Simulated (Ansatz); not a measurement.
A series in temperature on Si

All results are calculated (Ansatz 0.2.0). Harmonic vibrational free energy, entropy and heat capacity at constant volume, per atom, from the force constants of a q mesh, imaginary modes left out; plane waves with PAW datasets, Gamma-centred k mesh.

Structure of every row (space group Cmmm, No. 65):
```
CELL_PARAMETERS angstrom
3.24070 -6.70550 0.00000
3.24070 6.70550 0.00000
0.00000 0.00000 3.85940
ATOMIC_POSITIONS crystal
Si 0.14857 0.48391 0.00000
Si 0.85143 0.51609 0.00000
Si 0.51609 0.85143 0.00000
Si 0.48391 0.14857 0.00000
Si 0.90450 0.72668 0.50000
Si 0.09550 0.27332 0.50000
Si 0.27332 0.09550 0.50000
Si 0.72668 0.90450 0.50000
```

Settings of every row: functional PBE; dispersion none; spin none; wave cutoff 420 eV; k mesh 6x6x10; occupations fixed; smearing width 0 eV; pressure 0 GPa; phonon method linear response; q mesh 1x1x2.

Limits: a crossing between the sampled k points may be missed; coarse q mesh; field response not converged on the k mesh; image ties in doubt; phonon interpolation lacks quadrupole term; the cell comes from a prototype or a list of computed structures and needn't be the stable phase.

| row | temperature (K) | phonon heat capacity (kB/atom) | phonon entropy (kB/atom) | phonon free energy (meV/atom) |
| --- | --- | --- | --- | --- |
| 1 | 200 | 1.95 | 1.56 | 48.4 |
| 2 | 300 | 2.426 | 2.454 | 31 |
| 3 | 400 | 2.65 | 3.186 | 6.6 |
| 4 | 500 | 2.767 | 3.791 | -23.6 |
| 5 | 600 | ? | ? | ? |
| 6 | 700 | 2.877 | 4.743 | -97.5 |
| 7 | 800 | 2.905 | 5.129 | -140.1 |
| 8 | 900 | 2.924 | 5.472 | -185.8 |
| 9 | 1000 | 2.938 | 5.781 | -234.3 |

Question: what phonon heat capacity and phonon entropy should row 5 give?

Worked fit of phonon heat capacity. At high temperature a harmonic heat capacity falls short of its limit by a term in 1/T², so take t = (100 K / T)². The shown rows have t = 0.25, 0.11111, 0.0625, 0.04, 0.02041, 0.01562, 0.01235, 0.01. Least squares give phonon heat capacity = 2.9952 − 5.9219 × t + 6.969 × t² kB/atom; a straight line predicts inner rows, each left out in turn, worse (root mean square 0.041 against 0.0036 kB/atom). The rows lie off it by 0.000, 0.003, -0.002, -0.002, 0.000, 0.001, 0.001, 0.001. The constant, 2.9952 kB/atom, is to be held against the harmonic limit of 3 k_B an atom. The withheld row has t = 0.02778, so the fit gives 2.9952 − 5.9219 × (0.02778) + 6.969 × (0.02778)² = 2.836 kB/atom.

The calculation gave 2.835 kB/atom. The fit lies 0.001 kB/atom (0.1 % of the column's range) above it, one unit of the last digit.

Worked fit of phonon entropy. Entropy rises as the heat capacity times the change of ln T, so take t = ln(T / 300 K). The shown rows have t = -0.4055, 0, 0.2877, 0.5108, 0.8473, 0.9808, 1.0986, 1.204. Least squares give phonon entropy = 2.4765 + 2.40891 × t + 0.29031 × t² kB/atom; a straight line predicts inner rows, each left out in turn, worse (root mean square 0.069 against 0.018 kB/atom). The rows lie off it by 0.013, -0.022, -0.008, 0.008, 0.017, 0.011, -0.001, -0.017 (root mean square 0.014 kB/atom), a smooth pattern that one more power would take up: the form is only approximate. The slope at t = 0, 2.41 kB/atom, estimates the heat capacity at 300 K. The withheld row has t = 0.6931, so the fit gives 2.4765 + 2.40891 × (0.6931) + 0.29031 × (0.6931)² = 4.286 kB/atom.

The calculation gave 4.302 kB/atom. The fit lies 0.016 kB/atom (0.38 % of the column's range) below it; its largest miss of a shown row is 0.022 kB/atom.

The other values of row 5: phonon free energy -58.5 meV/atom.
